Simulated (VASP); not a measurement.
# GaSb (F-43m) in VASP: notebook

The runs below take GaSb through single point, with PBE.

Program: VASP 6.6.1. These are calculated values, not measurements. Logs are shortened: lines on timing, memory, paths and dates and some standing lists are left out, and cuts for length are marked.

**What was measured.**

A printed reference work, data compilation reports, for a bulk crystal of GaSb at 4.2 K: band gap 0.811 eV (direct).

The runs below are set against these values where they give the same quantity.

### Step 1. The cell of the first run

The structure is cubic, space group F-43m (No. 216). The conventional cell has a = 6.138 Å, b = 6.138 Å, c = 6.138 Å, α = 90.00°, β = 90.00°, γ = 90.00°. Ga (site symmetry -43m) has 4 Sb at 2.66 Å within 3.5 Å. Within 3.5 Å of Sb (site symmetry -43m) lie 4 Ga at 2.66 Å.

### Step 2. Single point, PBE

Contents of INCAR:

```
  PREC = Accurate
  ENCUT = 520
  EDIFF = 1E-6
  ISMEAR = 0
  SIGMA = 0.05
  LREAL = False
  LASPH = True
  NELM = 60
  ALGO = Normal
  ISIF = 2
  LWAVE = False
  LCHARG = False
  GGA = PE
  NBANDS = 16
```

Contents of KPOINTS:

```
Automatic mesh
0
Gamma
  10 10 10
```

Contents of POSCAR:

```
GaSb
1.0
    0.0000000000      3.0691628654      3.0691628654
    3.0691628654      0.0000000000      3.0691628654
    3.0691628654      3.0691628654      0.0000000000
Ga Sb
1 1
Direct
    0.0000000000      0.0000000000      0.0000000000
    0.7500000000      0.7500000000      0.7500000000
```

Potentials or basis: VASP PAW PBE potentials, release 64 (Ga_d, Sb).

Started as:

```bash
$ cat potpaw_PBE.64/Ga_d/POTCAR potpaw_PBE.64/Sb/POTCAR > POTCAR
$ mpirun -np 1 vasp_std > vasp.out
```

OUTCAR:

```text
PREC = Accurate
   ENCUT = 520
   EDIFF = 1E-6
   ISMEAR = 0
   LREAL = False
   LASPH = True
   NELM = 60
   ISIF = 2
   GGA = PE

 ion  position               nearest neighbor table
   1  0.000  0.000  0.000-   2 2.66   2 2.66   2 2.66   2 2.66
   2  0.750  0.750  0.750-   1 2.66   1 2.66   1 2.66   1 2.66

  LATTYP: Found a face centered cubic cell.
 ALAT       =     6.1383257308

  Lattice vectors:

 A1 = (   0.0000000000,   3.0691628654,   3.0691628654)
 A2 = (   3.0691628654,   0.0000000000,   3.0691628654)
 A3 = (   3.0691628654,   3.0691628654,   0.0000000000)

Analysis of symmetry for initial positions (statically):
=====================================================================
 Subroutine PRICEL returns:
 Original cell was already a primitive cell.

 Routine SETGRP: Setting up the symmetry group for a
 face centered cubic supercell.

 Subroutine GETGRP returns: Found 24 space group operations
 (whereof 24 operations were pure point group operations)
 out of a pool of 48 trial point group operations.

The static configuration has the point symmetry T_d .

Analysis of symmetry for dynamics (positions and initial velocities):
=====================================================================
 Subroutine PRICEL returns:
 Original cell was already a primitive cell.

 Routine SETGRP: Setting up the symmetry group for a
 face centered cubic supercell.

 Subroutine GETGRP returns: Found 24 space group operations
 (whereof 24 operations were pure point group operations)
 out of a pool of 48 trial point group operations.

The dynamic configuration has the point symmetry T_d .

 Subroutine INISYM returns: Found 24 space group operations
 (whereof 24 operations are pure point group operations),
 and found     1 'primitive' translations

----------------------------------------------------------------------------------------

                                     Primitive cell

  volume of cell :      57.8216

  direct lattice vectors                    reciprocal lattice vectors
     0.000000000  3.069162865  3.069162865    -0.162910872  0.162910872  0.162910872
     3.069162865  0.000000000  3.069162865     0.162910872 -0.162910872  0.162910872
     3.069162865  3.069162865  0.000000000     0.162910872  0.162910872 -0.162910872

  length of vectors
     4.340451749  4.340451749  4.340451749     0.282169908  0.282169908  0.282169908

  position of ions in fractional coordinates (direct lattice)
[... 78 lines left out ...]
   NELM   =     60;   NELMIN=  2; NELMDL= -5     # of ELM steps
   EDIFF  = 0.1E-05   stopping-criterion for ELM
   LREAL  =      F    real-space projection
   EDIFFG = 0.1E-04   stopping-criterion for IOM
   NSW    =      0    number of steps for IOM
   IBRION =     -1    ionic relax: 0-MD 1-quasi-New 2-CG
   NFREE  =      0    steps in history (QN), initial steepest desc. (CG)
   ISIF   =      2    stress and relaxation
   ISYM   =      2    0-nonsym 1-usesym 2-fastsym
   POTIM  = 0.5000    time-step for ionic-motion
   TEBEG  =    0.0;   TEEND  =   0.0 temperature during run
   PSTRESS=    0.0 pullay stress
   NELECT =      18.0000    total number of electrons
   NUPDOWN=      -1.0000    fix difference up-down
   EMIN   =  10.00;   EMAX   =-10.00  energy-range for DOS
   EFERMI =   0.00;   METHOD = LEGACY
   ISMEAR =     0;   SIGMA  =   0.05  broadening in eV -4-tet -1-fermi 0-gaus
   EFERMI_NEDOS =   21; number of points for ismear=-14 and -15
   IALGO  =     38    algorithm
   IMIX   =      4    mixing-type and parameters
     AMIX     =   0.40;   BMIX     =  1.00
     AMIX_MAG =   1.60;   BMIX_MAG =  1.00
  volume/ion in A,a.u.               =      28.91       195.10
  Fermi-wavevector in a.u.,A,eV,Ry     =   1.109522  2.096692 16.749289  1.231038
  Thomas-Fermi vector in A             =   2.246062
   LORBIT       =      0    0 simple, 1 ext, 2 COOP (PROOUT), +10 PAW based schemes
   GGA     = PE    functional components
   LHFCALC =     F    Hartree Fock is set to
   AEXX    =    0.0000 exact exchange contribution
   IVDW    =     0    specifies the selected vdW correction
   LEPSILON=     F    determine dielectric tensor
   LRPA    =     F    only Hartree local field effects (RPA)
 non-spin polarized calculation
 Gauss-broadening in eV      SIGMA  =   0.05
  energy-cutoff  :      520.00
  volume of cell :       57.82
 maximum number of plane-waves:      1588
   NGX = 17   NGY = 17   NGZ = 17

 number of electron      17.9999990 magnetization

 Free energy of the ion-electron system (eV)
  ---------------------------------------------------
  ext. energy  EPLUGINS =         0.00000000
  ---------------------------------------------------
  free energy    TOTEN  =        -7.35889338 eV

  energy without entropy =       -7.35880889  energy(sigma->0) =       -7.35885114

 E-fermi :   4.7859     XC(G=0):  -9.0460

 val. band max:        4.7682604793   @ k =   0.0000   0.0000   0.0000
 cond. band min:       5.1515207104   @ k =   0.5000   0.0000   0.0000
 fundamental gap:      0.3832602311
 Fermi energy:         4.7858690838

 k-point     1 :       0.0000    0.0000    0.0000
  band No.  band energies     occupation
      1     -10.2452      2.00000
      2     -10.2452      2.00000
      3     -10.2452      2.00000
      4     -10.1970      2.00000
      5     -10.1970      2.00000
      6      -6.6393      2.00000
[... 433 lines left out ...]
      3     -10.2269      2.00000
      4     -10.2050      2.00000
      5     -10.1940      2.00000
      6      -5.0534      2.00000
[... 8 lines left out ...]
     15      15.0663      0.00000
     16      15.1947      0.00000

 [... further k-points ...]

------------------------ aborting loop because EDIFF is reached ----------------------------------------

  FORCE on cell =-STRESS in cart. coord.  units (eV):
  Direction    XX          YY          ZZ          XY          YZ          ZX
  --------------------------------------------------------------------------------------
  -------------------------------------------------------------------------------------
  Total        0.6728328      0.6728328      0.6728328     -0.0000000      0.0000000     -0.0000000
  in kB       18.6435204     18.6435204     18.6435204     -0.0000000      0.0000000     -0.0000000
  external PRESSURE =      18.6435204 kB  Pullay stress =       0.0000000 kB

 VOLUME and BASIS-vectors are now :
 -----------------------------------------------------------------------------
  energy-cutoff  :      520.00
  volume of cell :       57.82
      direct lattice vectors                 reciprocal lattice vectors
     0.000000000  3.069162865  3.069162865    -0.162910872  0.162910872  0.162910872
     3.069162865  0.000000000  3.069162865     0.162910872 -0.162910872  0.162910872
     3.069162865  3.069162865  0.000000000     0.162910872  0.162910872 -0.162910872

 POSITION                                       TOTAL-FORCE (eV/Angst)
 -----------------------------------------------------------------------------------
      0.00000      0.00000      0.00000        -0.000000     -0.000000     -0.000000
      4.60374      4.60374      4.60374         0.000000      0.000000      0.000000
 -----------------------------------------------------------------------------------
    total drift:                               -0.000002     -0.000002     -0.000002

  FREE ENERGIE OF THE ION-ELECTRON SYSTEM (eV)
  ---------------------------------------------------
  free  energy   TOTEN  =        -7.3588933847 eV

  energy  without entropy=       -7.3588088910  energy(sigma->0) =       -7.35885114
```

stdout:

```text
POSCAR found type information on POSCAR GaSb
 POSCAR found :  2 types and       2 ions
 scaLAPACK will be used
 LDA part: xc-table for (Slater+PW92), standard interpolation
 POSCAR, INCAR and KPOINTS ok, starting setup
 FFT: planning ... GRIDC
 FFT: planning ... GRID_SOFT
 FFT: planning ... GRID
 WAVECAR not read
 entering main loop
```

It took 52 s on 1 thread of AMD EPYC 7R43 (Zen 3), shared host; peak memory 0.17 GiB.

What came out:

- Free energy: -7.3589 eV
- Pressure: 1.9 GPa
- Band gap on the k mesh: zero (filled and empty bands touch)

Caveat: spin-orbit coupling is left out, which moves the levels of the heavy elements.

### Step 3. Single point, PBE (volume scaled by 0.960)

Contents of INCAR:

```
SYSTEM = GaSb
  PREC = Accurate
  ENCUT = 520
  EDIFF = 1E-6
  ISMEAR = 0
  SIGMA = 0.05
  LREAL = .FALSE.
  LASPH = .TRUE.
  NELM = 80
  ALGO = Normal
  ISIF = 2
  LWAVE = .FALSE.
  LCHARG = .FALSE.
  GGA = PE
  NBANDS = 16
```

Contents of KPOINTS:

```
Automatic mesh
0
G
  10 10 10
  0 0 0
```

Contents of POSCAR:

```
GaSb
1.0
    0.0000000000      3.0649648817      3.0649648817
    3.0649648817      0.0000000000      3.0649648817
    3.0649648817      3.0649648817      0.0000000000
Ga Sb
1 1
Direct
    0.0000000000      0.0000000000      0.0000000000
    0.7500000000      0.7500000000      0.7500000000
```

Potentials or basis: VASP PAW PBE potentials, release 64 (Ga_d, Sb).

Started as:

```bash
$ cat potpaw_PBE.64/Ga_d/POTCAR potpaw_PBE.64/Sb/POTCAR > POTCAR
$ mpirun -np 1 vasp_std > vasp.out
```

OUTCAR:

```text
SYSTEM = GaSb
   PREC = Accurate
   ENCUT = 520
   EDIFF = 1E-6
   ISMEAR = 0
   LREAL = .FALSE.
   LASPH = .TRUE.
   NELM = 80
   ISIF = 2
   GGA = PE

 ion  position               nearest neighbor table
   1  0.000  0.000  0.000-   2 2.65   2 2.65   2 2.65   2 2.65
   2  0.750  0.750  0.750-   1 2.65   1 2.65   1 2.65   1 2.65

  LATTYP: Found a face centered cubic cell.
 ALAT       =     6.1299297634

  Lattice vectors:

 A1 = (   0.0000000000,   3.0649648817,   3.0649648817)
[... 641 lines left out ...]

------------------------ aborting loop because EDIFF is reached ----------------------------------------

  FORCE on cell =-STRESS in cart. coord.  units (eV):
  Direction    XX          YY          ZZ          XY          YZ          ZX
  --------------------------------------------------------------------------------------
  -------------------------------------------------------------------------------------
  Total        0.7485660      0.7485660      0.7485660     -0.0000000      0.0000000     -0.0000000
  in kB       20.8273573     20.8273573     20.8273573     -0.0000000      0.0000000     -0.0000000
  external PRESSURE =      20.8273573 kB  Pullay stress =       0.0000000 kB

 VOLUME and BASIS-vectors are now :
 -----------------------------------------------------------------------------
  energy-cutoff  :      520.00
  volume of cell :       57.58
      direct lattice vectors                 reciprocal lattice vectors
     0.000000000  3.064964882  3.064964882    -0.163134006  0.163134006  0.163134006
     3.064964882  0.000000000  3.064964882     0.163134006 -0.163134006  0.163134006
     3.064964882  3.064964882  0.000000000     0.163134006  0.163134006 -0.163134006

 POSITION                                       TOTAL-FORCE (eV/Angst)
 -----------------------------------------------------------------------------------
      0.00000      0.00000      0.00000         0.000000     -0.000000     -0.000000
      4.59745      4.59745      4.59745        -0.000000      0.000000      0.000000
 -----------------------------------------------------------------------------------
    total drift:                               -0.000002     -0.000002     -0.000002

  FREE ENERGIE OF THE ION-ELECTRON SYSTEM (eV)
  ---------------------------------------------------
  free  energy   TOTEN  =        -7.3559543127 eV

  energy  without entropy=       -7.3558645922  energy(sigma->0) =       -7.35590945
```

OSZICAR:

```text
N       E                     dE             d eps       ncg     rms          rms(c)
DAV:   1     0.847243759009E+02    0.84724E+02   -0.85250E+03  1520   0.136E+03
DAV:   2    -0.768574080238E+00   -0.85493E+02   -0.82494E+02  1784   0.308E+02
DAV:   3    -0.728778076983E+01   -0.65192E+01   -0.65058E+01  1776   0.658E+01
DAV:   4    -0.740688118620E+01   -0.11910E+00   -0.11908E+00  1904   0.997E+00
DAV:   5    -0.740948826392E+01   -0.26071E-02   -0.26070E-02  1904   0.134E+00    0.316E+00
DAV:   6    -0.736714471850E+01    0.42344E-01   -0.61607E-02  2176   0.386E+00    0.189E+00
DAV:   7    -0.735446123072E+01    0.12683E-01   -0.37357E-02  1728   0.156E+00    0.342E-01
DAV:   8    -0.735542274638E+01   -0.96152E-03   -0.43083E-03  1992   0.748E-01    0.814E-02
DAV:   9    -0.735590555753E+01   -0.48281E-03   -0.67443E-04  1752   0.200E-01    0.332E-02
DAV:  10    -0.735593276839E+01   -0.27211E-04   -0.35416E-05  1976   0.380E-02    0.889E-03
DAV:  11    -0.735595362468E+01   -0.20856E-04   -0.28793E-05  1688   0.347E-02    0.625E-03
DAV:  12    -0.735595431274E+01   -0.68807E-06   -0.13137E-06  1928   0.848E-03
   1 F= -.73559543E+01 E0= -.73559095E+01  d E =-.897206E-04
```

stdout:

```text
POSCAR found type information on POSCAR GaSb
 POSCAR found :  2 types and       2 ions
 scaLAPACK will be used
 LDA part: xc-table for (Slater+PW92), standard interpolation
 POSCAR, INCAR and KPOINTS ok, starting setup
 FFT: planning ... GRIDC
 FFT: planning ... GRID_SOFT
 FFT: planning ... GRID
 WAVECAR not read
 entering main loop
```

Run time: 56 s. Hardware: 1 thread of AMD EPYC 7R43 (Zen 3), shared host; peak memory 0.17 GiB.

Results:

| Quantity | Value |
| --- | --- |
| Free energy | -7.3560 eV |
| Pressure | 2.1 GPa |
| Band gap on the k mesh | zero (filled and empty bands touch) |

Levels at points of the mesh, in eV from the Fermi level:
| k point | band 7 | band 8 | band 9 | band 10 | band 11 | band 12 |
| --- | --- | --- | --- | --- | --- | --- |
| (0.00, 0.00, 0.00) | -0.03 | -0.02 | -0.02 | -0.02 | 2.76 | 2.76 |
| (0.50, 0.00, 0.00) | -6.36 | -1.17 | -1.17 | 0.37 | 3.73 | 3.73 |
| (0.50, 0.50, 0.00) | -6.81 | -2.58 | -2.58 | 0.89 | 1.24 | 8.62 |

Caveat: spin-orbit coupling is left out, which moves the levels of the heavy elements.

### Step 4. Comparison with measurements

Step 2. Against the measured gap of GaSb, 0.811 eV (direct; 4.2 K; a printed reference work, data compilation), the calculated 0.00 eV is off by -0.81 eV. Spin-orbit coupling on Ga, Sb is left out. The value is that of PBE on a finite k mesh, which can miss the band edges, without temperature or zero-point motion. Semilocal functionals fall short of measured gaps as a rule.
